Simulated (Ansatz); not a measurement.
## Squeezing Li (beta tin type)

```
CELL_PARAMETERS angstrom
-2.65833 2.65833 1.43803
2.65833 -2.65833 1.43803
2.65833 2.65833 -1.43803
ATOMIC_POSITIONS crystal
Li 0.62500 0.87500 0.75000
Li 0.37500 0.12500 0.25000
```

The cell comes from a relaxation on PAW files under the same functional, begun from a prototype that needn't be the stable phase.

Its volume is scaled, and at each volume shape and atoms are relaxed on PAW files; all methods then take that cell.

Level of theory: DFT with PBE, scalar-relativistic, in Ansatz 0.2.0; a Γ-centred 15×15×15 k mesh, Fermi–Dirac smearing of 0.08 eV, no spin polarisation. LAPW: all electrons, basis error target 1 meV/atom; PAW: frozen-core files, cutoff 420 eV; crystal datasets: all electrons, by PAW datasets that the program makes for each cell; norm-conserving: pseudopotentials, cutoff 1034 eV; PAW (cutoff 300 eV): frozen-core files, cutoff 300 eV.

Energies are extrapolated to zero smearing and count from the unscaled cell; pressure is positive in compression; gaps take the mesh and a band path. No temperature or zero-point motion is included.

```json
{"V/V0": "1.00", "V (Å³/atom)": "20.32", "P LAPW (GPa)": "0.01", "ΔE LAPW (eV/atom)": "0.000", "P PAW − LAPW (GPa)": "-0.01", "ΔE PAW − LAPW (meV/atom)": "0.0", "space group": "I4_1/amd", "shortest distance (Å)": "2.754"}
{"V/V0": "0.90", "V (Å³/atom)": "18.29", "P LAPW (GPa)": "1.63", "ΔE LAPW (eV/atom)": "0.009", "P PAW − LAPW (GPa)": "-0.01", "ΔE PAW − LAPW (meV/atom)": "0.0", "space group": "I4_1/amd", "shortest distance (Å)": "2.659"}
{"V/V0": "0.80", "V (Å³/atom)": "16.26", "P LAPW (GPa)": "4.18", "ΔE LAPW (eV/atom)": "0.045", "P PAW − LAPW (GPa)": "-0.01", "ΔE PAW − LAPW (meV/atom)": "0.0", "space group": "I4_1/amd", "shortest distance (Å)": "?"}
{"V/V0": "0.70", "V (Å³/atom)": "14.23", "P LAPW (GPa)": "8.33", "ΔE LAPW (eV/atom)": "0.122", "P PAW − LAPW (GPa)": "-0.01", "ΔE PAW − LAPW (meV/atom)": "-0.1", "space group": "I4_1/amd", "shortest distance (Å)": "2.445"}
{"V/V0": "0.60", "V (Å³/atom)": "12.19", "P LAPW (GPa)": "15.38", "ΔE LAPW (eV/atom)": "0.268", "P PAW − LAPW (GPa)": "-0.01", "ΔE PAW − LAPW (meV/atom)": "-0.1", "space group": "I4_1/amd", "shortest distance (Å)": "2.320"}
{"V/V0": "0.50", "V (Å³/atom)": "10.16", "P LAPW (GPa)": "28.1", "ΔE LAPW (eV/atom)": "0.535", "P PAW − LAPW (GPa)": "-0.01", "ΔE PAW − LAPW (meV/atom)": "-0.1", "space group": "I4_1/amd", "shortest distance (Å)": "2.168"}
{"V/V0": "0.40", "V (Å³/atom)": "8.13", "P LAPW (GPa)": "53.3", "ΔE LAPW (eV/atom)": "?", "P PAW − LAPW (GPa)": "-0.01", "ΔE PAW − LAPW (meV/atom)": "-0.1", "space group": "I4_1/amd", "shortest distance (Å)": "1.987"}
```

**Question.** What belongs in the row "0.80", column "shortest distance (Å)"?

**Answer.** 2.556.

**Question.** Fill in "ΔE LAPW (eV/atom)" for the row "0.40".

**Answer.** 1.028.

**Question.** Fit the Vinet equation to the LAPW pressures over the whole range, with residuals weighted by 1/(|P| + 0.03·Pmax).

**Answer.** V0 = 20.35 Å³/atom, B0 = 12.3 GPa and B0′ = 3.72, and the fit misses no point by more than 0.5 GPa. A fit over so wide a range pins B0 less well than one near rest.

**Question.** At the smallest volume, how far do crystal datasets and norm-conserving and PAW (cutoff 300 eV) lie from LAPW in pressure?

**Answer.** crystal datasets: -0.01 GPa; norm-conserving: +0.05 GPa; PAW (cutoff 300 eV): +0.05 GPa, on a LAPW pressure of 53.3 GPa.
